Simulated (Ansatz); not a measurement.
## Residual resistivity of an alloy: Nb(100) with 4 layers of random Nb-Li, 2x2

Aim: the residual resistivity of a random alloy, from Nb(100) with 4 layers of random Nb-Li, 2x2 and longer regions.

Main program and level: Ansatz 0.2.0; Ansatz plane-wave DFT, PBE, PAW files; ballistic transport by layer matching (Landauer), zero bias; PAW set soft_1.

## Step 1: Starting point

The cell holds 56 atoms: 48 Nb and 8 Li. Cell: a = 6.613 Å, b = 6.613 Å, c = 23.144 Å, α = 90.0°, β = 90.0°, γ = 90.0°. It derives from Nb. Regions: lead, 40 atoms (40 Nb); scattering region, 16 atoms (8 Li and 8 Nb). The structure is stacked along c, and the current runs across the ab planes.

## Step 2: With 4 alloy layers

In 4 layers a share of 0.5 of the sites is given to Li at random. The layers about the cell's end stay perfect and serve as the lead. Disorder leaves little or no symmetry, which makes such runs dear. Energies from -0.05 to 0.05 eV in steps of 0.05 eV are too few for the program's thermal sum, so it prints no conductance; for a metal the transmission near the Fermi level serves, at a fraction of the cost.

input.yaml

```yaml
crystal:
  lattice:
    - [6.6126, 0.0, 0.0]
    - [0.0, 6.6126, 0.0]
    - [0.0, 0.0, 23.1441]
  atoms:
    - { symbol: Nb, position: [0.0, 0.0, 0.0357142857] }
    - { symbol: Nb, position: [0.0, 0.5, 0.0357142857] }
    - { symbol: Nb, position: [0.5, 0.0, 0.0357142857] }
    - { symbol: Nb, position: [0.5, 0.5, 0.0357142857] }
    - { symbol: Nb, position: [0.25, 0.25, 0.1071428571] }
    - { symbol: Nb, position: [0.25, 0.75, 0.1071428571] }
    - { symbol: Nb, position: [0.75, 0.25, 0.1071428571] }
    - { symbol: Nb, position: [0.75, 0.75, 0.1071428571] }
    - { symbol: Nb, position: [0.0, 0.0, 0.1785714286] }
    - { symbol: Nb, position: [0.0, 0.5, 0.1785714286] }
    - { symbol: Nb, position: [0.5, 0.0, 0.1785714286] }
    - { symbol: Nb, position: [0.5, 0.5, 0.1785714286] }
    - { symbol: Nb, position: [0.25, 0.25, 0.25] }
    - { symbol: Nb, position: [0.25, 0.75, 0.25] }
    - { symbol: Nb, position: [0.75, 0.25, 0.25] }
    - { symbol: Nb, position: [0.75, 0.75, 0.25] }
    - { symbol: Nb, position: [0.0, 0.0, 0.3214285714] }
    - { symbol: Nb, position: [0.0, 0.5, 0.3214285714] }
    - { symbol: Nb, position: [0.5, 0.0, 0.3214285714] }
    - { symbol: Nb, position: [0.5, 0.5, 0.3214285714] }
    - { symbol: Li, position: [0.25, 0.25, 0.3928571429] }
    - { symbol: Nb, position: [0.25, 0.75, 0.3928571429] }
    - { symbol: Nb, position: [0.75, 0.25, 0.3928571429] }
    - { symbol: Nb, position: [0.75, 0.75, 0.3928571429] }
    - { symbol: Li, position: [0.0, 0.0, 0.4642857143] }
    - { symbol: Nb, position: [0.0, 0.5, 0.4642857143] }
    - { symbol: Li, position: [0.5, 0.0, 0.4642857143] }
    - { symbol: Li, position: [0.5, 0.5, 0.4642857143] }
    - { symbol: Li, position: [0.25, 0.25, 0.5357142857] }
    - { symbol: Nb, position: [0.25, 0.75, 0.5357142857] }
    - { symbol: Nb, position: [0.75, 0.25, 0.5357142857] }
    - { symbol: Nb, position: [0.75, 0.75, 0.5357142857] }
    - { symbol: Li, position: [0.0, 0.0, 0.6071428571] }
    - { symbol: Li, position: [0.0, 0.5, 0.6071428571] }
    - { symbol: Nb, position: [0.5, 0.0, 0.6071428571] }
    - { symbol: Li, position: [0.5, 0.5, 0.6071428571] }
    - { symbol: Nb, position: [0.25, 0.25, 0.6785714286] }
    - { symbol: Nb, position: [0.25, 0.75, 0.6785714286] }
    - { symbol: Nb, position: [0.75, 0.25, 0.6785714286] }
    - { symbol: Nb, position: [0.75, 0.75, 0.6785714286] }
    - { symbol: Nb, position: [0.0, 0.0, 0.75] }
    - { symbol: Nb, position: [0.0, 0.5, 0.75] }
    - { symbol: Nb, position: [0.5, 0.0, 0.75] }
    - { symbol: Nb, position: [0.5, 0.5, 0.75] }
    - { symbol: Nb, position: [0.25, 0.25, 0.8214285714] }
    - { symbol: Nb, position: [0.25, 0.75, 0.8214285714] }
    - { symbol: Nb, position: [0.75, 0.25, 0.8214285714] }
    - { symbol: Nb, position: [0.75, 0.75, 0.8214285714] }
    - { symbol: Nb, position: [0.0, 0.0, 0.8928571429] }
    - { symbol: Nb, position: [0.0, 0.5, 0.8928571429] }
    - { symbol: Nb, position: [0.5, 0.0, 0.8928571429] }
    - { symbol: Nb, position: [0.5, 0.5, 0.8928571429] }
    - { symbol: Nb, position: [0.25, 0.25, 0.9642857143] }
    - { symbol: Nb, position: [0.25, 0.75, 0.9642857143] }
    - { symbol: Nb, position: [0.75, 0.25, 0.9642857143] }
    - { symbol: Nb, position: [0.75, 0.75, 0.9642857143] }
kpoints:
  mp_grid: { grid: [4, 4, 1] }
hamiltonian:
  xc: pbe
  pseudopotentials: { kind: paw, azcp: { folder: soft_1 } }
scf:
  occupations: { method: fermi_dirac, width: 0.1 }
output:
  transmission: { leads: [[0, 4]], kmesh: [8, 8], e_range: [-0.05, 0.05], de: 0.05 }
  write_potential: true
  write_density: true
  volumetric_format: npy
```

Launch:

```sh
$ ansatz run input.yaml --threads 4 --pin off --max-ram 15360MiB --backend cpu --events-out ev --progress --plain --runs-dir out
```

Numbers of over 12 decimals in the logs are rounded to 6 here.

The program printed:

```text
Engine: ansatz 0.2.0, aarch64-unknown-linux-gnu
Pseudopotentials: kind: paw
Pseudopotential: Nb, paw, valence charge 13, recommended cutoff 420 eV (normal), soft_1/Nb.paw.azcp
Pseudopotential: Li, paw, valence charge 3, recommended cutoff 420 eV (normal), soft_1/Li.paw.azcp
Functional definition: PBE
  parameter kappa = 0.804
  parameter beta = 0.066725
  exchange = pbe_x(kappa = kappa, mu = beta*pi^2/3)
  correlation = pbe_c(beta = beta)
Crystal: 56 atoms, lattice volume = 1012.010 Å³
Basis set: ecut = 420 eV, 19757 PW (Γ)
Bands: 389, of which v1, the nominal top of the filled ones, is band 324 counted from 1 (323 counted from 0)
Symmetry: 2 space group operations
Space group: Cm (ITA 8), of the structure as read, at distance tolerance 1.0e-4 Å
k-points: 7 of 16 (time reversal used)
Non-local potential: Nb, projectors of the file, l = 0: 3, l = 1: 2, l = 2: 2, l = 3: 1
Non-local potential: Li, projectors of the file, l = 0: 3, l = 1: 2, l = 2: 1
PAW form: soft (Blöchl's): semilocal exchange-correlation on the pseudo side does not see the compensation charge
PAW one-centre angular grid: Nb, 590 points (default); XC on 64 Gauss nodes
PAW one-centre angular grid: Li, 110 points (default); XC on 96 Gauss nodes
Initial density: superposition of atomic densities (chi_scale 0.1, normalization cell, long waves of neutral atoms (reshape's long-wave potential 2.31 eV rms, cloud 2.92 Å wide))
Initial wavefunctions: pseudopotential atomic-orbital guess
Functional: x = pbe(κ = 0.804, μ = 0.219515), c = pbe(β = 0.066725)
SCF iter   1: F=—  HF=-220168.732724 eV  |F-HF|=—  |Δ(HF+E_count)|=         —  Δρ=7.77e-2  dr2=1.04e2  ethr=3.10e-3  ⟨swp⟩=8.0  Hψ=12004  notcnv=0  defer=5
preconditioner: auto → Kerker (q_TF=auto, 2.533 Å⁻¹)  [metal: Δε(μ)=0.002 eV  Ē_g=3.472 eV  σ=0.100 eV  W_gap=0.01  n_scr=286 (ndim 8)  ℏωp=18.4 eV  f_vac=0.000  D(μ)=64.89/eV (n_scr^D=652)]
SCF iter   2: F=—  HF=-220148.815166 eV  |F-HF|=—  |Δ(HF+E_count)|=    1.99e1  Δρ=4.49e-2  dr2=2.99e1  ethr=3.10e-3  ⟨swp⟩=3.1  Hψ=5384  notcnv=0  defer=1
SCF iter   3: F=—  HF=-220141.132872 eV  |F-HF|=—  |Δ(HF+E_count)|=    7.68e0  Δρ=7.18e-3  dr2=4.04e0  ethr=3.10e-3  ⟨swp⟩=3.9  Hψ=5504  notcnv=0  defer=1
SCF iter   4: F=—  HF=-220141.107368 eV  |F-HF|=—  |Δ(HF+E_count)|=   2.55e-2  Δρ=2.55e-3  dr2=9.42e-2  ethr=6.23e-4  ⟨swp⟩=2.0  Hψ=3153  notcnv=0
SCF iter   5: F=—  HF=-220141.103155 eV  |F-HF|=—  |Δ(HF+E_count)|=   4.21e-3  Δρ=8.73e-4  dr2=1.27e-2  ethr=1.45e-5  ⟨swp⟩=1.4  Hψ=2894  notcnv=0
SCF iter   6: F=—  HF=-220141.101442 eV  |F-HF|=—  |Δ(HF+E_count)|=   1.71e-3  Δρ=1.95e-4  dr2=1.06e-3  ethr=1.96e-6  ⟨swp⟩=2.0  Hψ=3496  notcnv=0
SCF iter   7: F=—  HF=-220141.101333 eV  |F-HF|=—  |Δ(HF+E_count)|=   1.09e-4  Δρ=4.58e-5  dr2=1.35e-4  ethr=1.63e-7  ⟨swp⟩=2.1  Hψ=4722  notcnv=0
SCF iter   8: F=—  HF=-220141.101320 eV  |F-HF|=—  |Δ(HF+E_count)|=   1.35e-5  Δρ=9.92e-6  dr2=3.86e-6  ethr=2.09e-8  ⟨swp⟩=2.0  Hψ=3800  notcnv=0
SCF iter   9: F=—  HF=-220141.100676 eV  |F-HF|=—  |Δ(HF+E_count)|=   6.43e-4  Δρ=3.45e-6  dr2=7.34e-7  ethr=5.96e-10  ⟨swp⟩=2.0  Hψ=3951  notcnv=0
SCF iter  10: F=-220141.100676 eV  HF=-220141.100676 eV  |F-HF|=5.03e-8  |Δ(HF+E_count)|=   4.61e-8  Δρ=1.49e-6  dr2=7.53e-8  ethr=1.54e-11  ⟨swp⟩=7.4  Hψ=7679  notcnv=0
SCF 1 converged in 10 iterations: F = -220141.100676 eV  dr2 = 7.53e-8
  greatest PAW one-centre occupation: 1.000 electrons in one spin orbital (limit 2), on the Li atom at site 33 (counted from 0), in its partial waves of l = 0
transmission: 90 of 882 steps passed
transmission: 180 of 882 steps passed
[...]
transmission: 882 of 882 steps passed
SCF converged after 10 iterations
Free energy (F): -220141.100676 eV
Harris-Foulkes:  -220141.100676 eV  (|F-HF|=5.03e-8)
Internal energy: -220138.787804 eV  (E = F + TS)
E sigma→0 (E₀):  -220139.944240 eV
Entropy (-TS):   -2.312872 eV (-41.301 meV/atom)
Fermi energy:    15.353377 eV
--- Per-component energies (eV) ---
  E_band       = -5149.952047
  E_kinetic    = 18011.533660
  E_local      = -62093.093575  (includes V_loc(G=0)·N_el)
  E_nonlocal   = 4410.381033
  E_hartree    = 25007.980978
  E_xc         = -8009.279481
  E_vxc        = -9700.648860  (∫ρ·V_xc dr)
  E_paw        = -148139.437720  (= ΣΔE_a)
  E_vpaw       = -5794.063539  (= ΣTr[D̂ρ^β])
  E_aug_tail   = 0.003833  (compensation charges beyond the density's cutoff)
  E_ewald      = -49326.876532
  E_smearing   = -2.312872  (= −TS)
  E_closure    = -0.000000  (closes the sum)
  Σ components = -220141.100676   (vs F -220141.100676, Δ=0.00e0)
--- Band table (eV; the first three rows and the last of 7) ---
  k-point 0: bands = [... 320 lower, 15.6916, 15.7680, 15.7801, 15.7808, 15.8075, 15.8356, 15.8517, 15.9071, ... 61 higher]
  k-point 1: bands = [... 320 lower, 15.5157, 15.5318, 15.5935, 15.6076, 15.6249, 15.6742, 15.7013, 15.7164, ... 61 higher]
  k-point 2: bands = [... 320 lower, 15.2630, 15.2783, 15.2891, 15.3224, 15.3338, 15.3526, 15.3891, 15.4038, ... 61 higher]
  k-point 6: bands = [... 320 lower, 14.7747, 14.7771, 14.7942, 14.8483, 14.8535, 14.8599, 14.8670, 14.8797, ... 61 higher]
--- Transmission ---
  basis      : 385 plane waves across, 42 finite elements along
  points     : 21, standing for a mesh of 8 x 8
  energies   : 3 from -0.050000 to 0.050000 eV about the Fermi level, 0.050000 eV apart; the leads are filled to 0.000000 eV, and channels, transmission and decay are at 0.000000 eV
  crystal 0  : Nb4, at the sites [0, 4], period 1.6531 Å, over 16.53 Å; its Hamiltonian steps by up to 23.8 meV
    offset         : up to 0.0000 Å between an atom of the period and one for which it stands
    channels       : 1.085938e1 a spin
    conductance    : none, the energies end too early or step too widely for 300 K: set another output.transmission.e_range or a lower de, or, where they end at an eighth of basis.ecutwfc, a higher one
  junction   : crystal 0 to crystal 0, 0.70 to 22.19 Å
    transmission   : 3.612550e0 a spin
    conductance    : none, the energies end too early or step too widely for 300 K: set another output.transmission.e_range or a lower de, or, where they end at an eighth of basis.ecutwfc, a higher one
```

The job ended after 14 min (4 threads of Arm Neoverse V1, shared host; peak memory 7.1 GiB; 45 min of CPU time).

In the SCF lines HF is the Harris–Foulkes energy and dr2 the Hartree energy of the density residual, in eV; the loop may stop once dr2 is under the threshold and the program's other checks hold. Hψ counts applications of the Hamiltonian.

This step gave:

```yaml
free_energy: -220141.1007 eV
energy_at_zero_smearing: -220139.9442 eV
fermi_energy: 15.35 eV
cell_area: 43.73 Å²
transmission_per_spin_nearest_the_fermi_level: 3.613
open_channels_per_spin_nearest_the_fermi_level: 10.86
step_of_the_lead_s_potential: 23.8 meV
```

Per spin. Table of transmission, zone mean by energy, zero at the Fermi level:

```
energy (eV)  transmission, zone mean
    -0.0500                     3.78
     0.0000                     3.61
     0.0500                     3.46
```

Per spin. The open channels, zone mean, lead by energy, zero at the Fermi level:

```
energy (eV)  open channels, zone mean, lead
    -0.0500                            11.7
     0.0000                            10.9
     0.0500                            10.2
```

Transmission over k1 and k2. At 0.0000 eV from the Fermi level.

Values, 8 rows by 8 columns:
```
1.20 2.47 3.73 3.80 3.97 4.06 3.00 1.63
2.11 3.73 4.15 4.52 5.06 5.11 4.50 3.00
2.72 3.80 4.52 4.51 4.60 5.17 5.11 4.06
2.83 3.97 5.06 4.60 4.34 4.60 5.06 3.97
2.72 4.06 5.11 5.17 4.60 4.51 4.52 3.80
2.11 3.00 4.50 5.11 5.06 4.52 4.15 3.73
1.20 1.63 3.00 4.06 3.97 3.80 3.73 2.47
0.84 1.20 2.11 2.72 2.83 2.72 2.11 1.20
```
Columns: k1 (b1) from -0.5 to 0.375; rows upwards: k2 (b2) from -0.5 to 0.375.

Open channels over k1 and k2. At 0.0000 eV from the Fermi level.

Ten even steps from '0' (4.0) to '9' (14.0):
```
05599955
65689865
69877789
99977799
69877789
65689865
05599955
00669660
```
Columns: k1 (b1) from -0.5 to 0.375; rows upwards: k2 (b2) from -0.5 to 0.375.

Over the solved energies the transmission per spin lies between 3.46 and 3.78, out of 10.9 channels of the lead on average (up to 11.7).

## Step 3: With 8 alloy layers

In 8 layers a share of 0.5 of the sites is given to Li at random. A fresh draw is used; the growth of the resistance with length is what counts.

System of this step: Nb(100) with 8 layers of random Nb-Li, 2x2. The cell holds 72 atoms: 56 Nb and 16 Li. Its edges and angles: a = 6.613 Å, b = 6.613 Å, c = 29.757 Å, α = 90.0°, β = 90.0°, γ = 90.0°. It derives from Nb. Regions: lead, 40 atoms (40 Nb); scattering region, 32 atoms (16 Nb and 16 Li). The structure is stacked along c, and the current runs across the ab planes.

input.yaml

```yaml
crystal:
  lattice:
    - [6.6126, 0.0, 0.0]
    - [0.0, 6.6126, 0.0]
    - [0.0, 0.0, 29.7567]
  atoms:
    - { symbol: Nb, position: [0.0, 0.0, 0.0277777778] }
    - { symbol: Nb, position: [0.0, 0.5, 0.0277777778] }
    - { symbol: Nb, position: [0.5, 0.0, 0.0277777778] }
    - { symbol: Nb, position: [0.5, 0.5, 0.0277777778] }
    - { symbol: Nb, position: [0.25, 0.25, 0.0833333333] }
    - { symbol: Nb, position: [0.25, 0.75, 0.0833333333] }
    - { symbol: Nb, position: [0.75, 0.25, 0.0833333333] }
    - { symbol: Nb, position: [0.75, 0.75, 0.0833333333] }
    - { symbol: Nb, position: [0.0, 0.0, 0.1388888889] }
    - { symbol: Nb, position: [0.0, 0.5, 0.1388888889] }
    - { symbol: Nb, position: [0.5, 0.0, 0.1388888889] }
    - { symbol: Nb, position: [0.5, 0.5, 0.1388888889] }
    - { symbol: Nb, position: [0.25, 0.25, 0.1944444444] }
    - { symbol: Nb, position: [0.25, 0.75, 0.1944444444] }
    - { symbol: Nb, position: [0.75, 0.25, 0.1944444444] }
    - { symbol: Nb, position: [0.75, 0.75, 0.1944444444] }
    - { symbol: Nb, position: [0.0, 0.0, 0.25] }
    - { symbol: Nb, position: [0.0, 0.5, 0.25] }
    - { symbol: Nb, position: [0.5, 0.0, 0.25] }
    - { symbol: Nb, position: [0.5, 0.5, 0.25] }
    - { symbol: Nb, position: [0.25, 0.25, 0.3055555556] }
    - { symbol: Nb, position: [0.25, 0.75, 0.3055555556] }
    - { symbol: Nb, position: [0.75, 0.25, 0.3055555556] }
    - { symbol: Li, position: [0.75, 0.75, 0.3055555556] }
    - { symbol: Li, position: [0.0, 0.0, 0.3611111111] }
    - { symbol: Nb, position: [0.0, 0.5, 0.3611111111] }
    - { symbol: Li, position: [0.5, 0.0, 0.3611111111] }
    - { symbol: Nb, position: [0.5, 0.5, 0.3611111111] }
    - { symbol: Li, position: [0.25, 0.25, 0.4166666667] }
    - { symbol: Li, position: [0.25, 0.75, 0.4166666667] }
    - { symbol: Nb, position: [0.75, 0.25, 0.4166666667] }
    - { symbol: Li, position: [0.75, 0.75, 0.4166666667] }
    - { symbol: Nb, position: [0.0, 0.0, 0.4722222222] }
    - { symbol: Nb, position: [0.0, 0.5, 0.4722222222] }
    - { symbol: Nb, position: [0.5, 0.0, 0.4722222222] }
    - { symbol: Li, position: [0.5, 0.5, 0.4722222222] }
    - { symbol: Li, position: [0.25, 0.25, 0.5277777778] }
    - { symbol: Li, position: [0.25, 0.75, 0.5277777778] }
    - { symbol: Li, position: [0.75, 0.25, 0.5277777778] }
    - { symbol: Li, position: [0.75, 0.75, 0.5277777778] }
    - { symbol: Nb, position: [0.0, 0.0, 0.5833333333] }
    - { symbol: Nb, position: [0.0, 0.5, 0.5833333333] }
    - { symbol: Li, position: [0.5, 0.0, 0.5833333333] }
    - { symbol: Li, position: [0.5, 0.5, 0.5833333333] }
    - { symbol: Li, position: [0.25, 0.25, 0.6388888889] }
    - { symbol: Nb, position: [0.25, 0.75, 0.6388888889] }
    - { symbol: Nb, position: [0.75, 0.25, 0.6388888889] }
    - { symbol: Nb, position: [0.75, 0.75, 0.6388888889] }
    - { symbol: Nb, position: [0.0, 0.0, 0.6944444444] }
    - { symbol: Nb, position: [0.0, 0.5, 0.6944444444] }
    - { symbol: Li, position: [0.5, 0.0, 0.6944444444] }
    - { symbol: Li, position: [0.5, 0.5, 0.6944444444] }
    - { symbol: Nb, position: [0.25, 0.25, 0.75] }
    - { symbol: Nb, position: [0.25, 0.75, 0.75] }
    - { symbol: Nb, position: [0.75, 0.25, 0.75] }
    - { symbol: Nb, position: [0.75, 0.75, 0.75] }
    - { symbol: Nb, position: [0.0, 0.0, 0.8055555556] }
    - { symbol: Nb, position: [0.0, 0.5, 0.8055555556] }
    - { symbol: Nb, position: [0.5, 0.0, 0.8055555556] }
    - { symbol: Nb, position: [0.5, 0.5, 0.8055555556] }
    - { symbol: Nb, position: [0.25, 0.25, 0.8611111111] }
    - { symbol: Nb, position: [0.25, 0.75, 0.8611111111] }
    - { symbol: Nb, position: [0.75, 0.25, 0.8611111111] }
    - { symbol: Nb, position: [0.75, 0.75, 0.8611111111] }
    - { symbol: Nb, position: [0.0, 0.0, 0.9166666667] }
    - { symbol: Nb, position: [0.0, 0.5, 0.9166666667] }
    - { symbol: Nb, position: [0.5, 0.0, 0.9166666667] }
    - { symbol: Nb, position: [0.5, 0.5, 0.9166666667] }
    - { symbol: Nb, position: [0.25, 0.25, 0.9722222222] }
    - { symbol: Nb, position: [0.25, 0.75, 0.9722222222] }
    - { symbol: Nb, position: [0.75, 0.25, 0.9722222222] }
    - { symbol: Nb, position: [0.75, 0.75, 0.9722222222] }
kpoints:
  mp_grid: { grid: [4, 4, 1] }
hamiltonian:
  xc: pbe
  pseudopotentials: { kind: paw, azcp: { folder: soft_1 } }
scf:
  occupations: { method: fermi_dirac, width: 0.1 }
output:
  transmission: { leads: [[0, 4]], kmesh: [8, 8], e_range: [-0.05, 0.05], de: 0.05 }
  write_potential: true
  write_density: true
  volumetric_format: npy
```

The program printed:

```text
[...]
Crystal: 72 atoms, lattice volume = 1301.156 Å³
Basis set: ecut = 420 eV, 25467 PW (Γ)
Bands: 466, of which v1, the nominal top of the filled ones, is band 388 counted from 1 (387 counted from 0)
Symmetry: 1 space group operations
[...]
k-points: 10 of 16 (time reversal used)
[...]
SCF iter   1: F=—  HF=-258226.854273 eV  |F-HF|=—  |Δ(HF+E_count)|=         —  Δρ=7.77e-2  dr2=1.90e2  ethr=3.10e-3  ⟨swp⟩=8.6  Hψ=21552  notcnv=0
[...]
SCF iter  11: F=-258190.687539 eV  HF=-258190.687539 eV  |F-HF|=6.07e-8  |Δ(HF+E_count)|=   1.00e-8  Δρ=8.14e-7  dr2=6.97e-8  ethr=1.29e-11  ⟨swp⟩=8.8  Hψ=12266  notcnv=0
SCF 1 converged in 11 iterations: F = -258190.687539 eV  dr2 = 6.97e-8
[...]
transmission: 189 of 1836 steps passed
transmission: 369 of 1836 steps passed
[...]
transmission: 1836 of 1836 steps passed
SCF converged after 11 iterations
Free energy (F): -258190.687539 eV
[...]
Internal energy: -258187.796378 eV  (E = F + TS)
E sigma→0 (E₀):  -258189.241958 eV
Entropy (-TS):   -2.891161 eV (-40.155 meV/atom)
Fermi energy:    14.034699 eV
[...]
--- Band table (eV; the first three rows and the last of 10) ---
  k-point 0: bands = [... 384 lower, 14.4048, 14.4229, 14.4519, 14.4535, 14.4636, 14.4783, 14.5010, 14.5087, ... 74 higher]
  k-point 1: bands = [... 384 lower, 14.1847, 14.2001, 14.2472, 14.2598, 14.2720, 14.2983, 14.3155, 14.3344, ... 74 higher]
  k-point 2: bands = [... 384 lower, 13.9525, 13.9622, 13.9794, 13.9924, 14.0121, 14.0171, 14.0392, 14.0527, ... 74 higher]
  k-point 9: bands = [... 384 lower, 13.5253, 13.5309, 13.5339, 13.5600, 13.5632, 13.5988, 13.6095, 13.6414, ... 74 higher]
--- Transmission ---
  basis      : 385 plane waves across, 54 finite elements along
  points     : 34, standing for a mesh of 8 x 8
[...]
channels       : 1.073438e1 a spin
[...]
junction   : crystal 0 to crystal 0, 0.70 to 28.80 Å
    transmission   : 2.257156e0 a spin
[...]
```

The job ended after 30 min (4 threads; peak memory 11 GiB).

This step gave:

- free energy: -258190.6875 eV
- energy at zero smearing: -258189.2420 eV
- Fermi energy: 14.03 eV
- transmission per spin nearest the Fermi level: 2.257
- open channels per spin nearest the Fermi level: 10.73
- step of the lead's potential: 15.7 meV

Per spin. Transmission, zone mean against energy, zero at the Fermi level:

```
energy (eV)  transmission, zone mean
    -0.0500                     2.28
     0.0000                     2.26
     0.0500                     2.15
```

Over the solved energies the transmission per spin lies between 2.15 and 2.28, out of 10.8 channels of the lead on average (up to 11.5).

[end of part 1 of 2]

[Logs are printed without paths, hosts, clocks, repeated set-up lines and the standing remarks that a program may print on its own settings, such as how far it seeks lower states.]

[Hosts, paths, dates, database ids (printed as entryN), source tags and the programs' standing remarks are cut or masked in the printed files.]
